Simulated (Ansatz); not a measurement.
## What strain does to In₂O₃ (corundum)

In₂O₃ (corundum), relaxed with r2SCAN in Ansatz. It is trigonal, R-3c (No. 167); conventional cell a = 5.508 Å, c = 14.563 Å, 12.75 Å³ an atom. Around In lie 6 O at 2.13–2.26 Å; around O lie 4 In at 2.13–2.26 Å.

The axes x, y and z are those of this cell:
```
CELL_PARAMETERS angstrom
2.75382 1.58992 4.85434
-2.75382 1.58992 4.85434
0.00000 -3.17984 4.85434
ATOMIC_POSITIONS crystal
In 0.85704 0.85704 0.85704
In 0.35704 0.35704 0.35704
In 0.14296 0.14296 0.14296
In 0.64296 0.64296 0.64296
O 0.45339 0.04661 0.75000
O 0.04661 0.75000 0.45339
O 0.54661 0.95339 0.25000
O 0.25000 0.54661 0.95339
O 0.95339 0.25000 0.54661
O 0.75000 0.45339 0.04661
```

Unstrained: The PBE gap is indirect, 1.221 eV (k = (0, 0.193, -0.198) to Γ), below the direct gap of 1.271 eV at Γ. With r2SCAN the valence top lies at k = (0, 0.193, -0.198) and the conduction bottom at Γ, 1.798 eV higher; the smallest vertical gap, at Γ, is 1.836 eV. The HSE06 gap is indirect, 2.729 eV (k = (0, 0.193, -0.198) to Γ), below the direct gap of 2.740 eV at Γ. Least and direct gap differ so little that the kind isn't settled. Meshes: PBE 6×6×6, r2SCAN 6×6×6, HSE06 4×4×4. Strains are changes of length per length. After each strain the atoms were relaxed again with r2SCAN within the symmetry that the strain leaves, so tilts or polar shifts that break it weren't tested; points keep the names that they have in the unstrained zone. Calculated for a static, non-magnetic cell.

Changes of the least gap in eV (an overlap counts as a negative gap):
```
                                                      strain  volume change (%)  space group     PBE  r2SCAN   HSE06  energy rise, r2SCAN (meV/atom)
epitaxial -3.0 % in the xy plane, free normal strain +3.30 %               -2.8         R-3c  +0.141  +0.141  +0.140                            24.4
epitaxial -2.0 % in the xy plane, free normal strain +2.17 %               -1.9         R-3c  +0.123  +0.119  +0.110                            10.8
epitaxial -1.0 % in the xy plane, free normal strain +1.07 %               -0.9         R-3c  +0.083  +0.085  +0.067                             2.7
epitaxial +1.0 % in the xy plane, free normal strain -1.03 %               +1.0         R-3c  -0.109  -0.113  -0.111                             2.6
epitaxial +2.0 % in the xy plane, free normal strain -2.00 %               +2.0         R-3c  -0.230  -0.240  -0.248                            10.3
epitaxial +3.0 % in the xy plane, free normal strain -2.98 %               +2.9         R-3c  -0.361  -0.378  -0.396                            22.9
```

Epitaxial -3.0 % in the xy plane, free normal strain +3.30 %. HSE06: the gap goes from 2.729 to 2.869 eV (+0.140 eV); it turns from indirect ((0, 0.193, -0.198) → Γ) to direct (Γ); least and direct gap lie within 0.04 eV, so its kind isn't settled. Stress change with r2SCAN, compression positive: xx +10.37, yy +10.37, zz +0.03 GPa.

Epitaxial -2.0 % in the xy plane, free normal strain +2.17 %. HSE06: the gap goes from 2.729 to 2.839 eV (+0.110 eV); it turns from indirect ((0, 0.193, -0.198) → Γ) to direct (Γ); least and direct gap lie within 0.04 eV, so its kind isn't settled. Stress change with r2SCAN, compression positive: xx +6.81, yy +6.81, zz 0.00 GPa.

Epitaxial -1.0 % in the xy plane, free normal strain +1.07 %. HSE06: the gap goes from 2.729 to 2.796 eV (+0.067 eV); it turns from indirect ((0, 0.193, -0.198) → Γ) to direct (Γ); least and direct gap lie within 0.04 eV, so its kind isn't settled. Stress change with r2SCAN, compression positive: xx +3.36, yy +3.36, zz 0.00 GPa.

Epitaxial +1.0 % in the xy plane, free normal strain -1.03 %. HSE06: the gap goes from 2.729 to 2.618 eV (-0.111 eV); the edges go from (0, 0.193, -0.198) → Γ to (0.010, 0.010, 0.302) → Γ. Stress change with r2SCAN, compression positive: xx -3.25, yy -3.25, zz 0.00 GPa.

Epitaxial +2.0 % in the xy plane, free normal strain -2.00 %. HSE06: the gap goes from 2.729 to 2.481 eV (-0.248 eV); the edges go from (0, 0.193, -0.198) → Γ to (-0.010, -0.010, 0.281) → Γ. Stress change with r2SCAN, compression positive: xx -6.43, yy -6.43, zz -0.05 GPa.

Epitaxial +3.0 % in the xy plane, free normal strain -2.98 %. HSE06: the gap goes from 2.729 to 2.333 eV (-0.396 eV); the edges go from (0, 0.193, -0.198) → Γ to (-0.021, -0.021, 0.260) → Γ. Stress change with r2SCAN, compression positive: xx -9.42, yy -9.42, zz +0.02 GPa.

No spin-orbit coupling is included; it can move band edges with weight on the heavy atoms by tenths of an eV.

Where an edge lies off the special points, it is a point of the mesh or the k point where a search put PBE's edge or least direct gap, reused for the other functionals, whose own edges may lie a little apart.

Coordinates of k points refer to the reciprocal vectors of the primitive cell of the runs.

The meshes of the hybrids are coarse, so their gaps aren't converged to the digits shown.
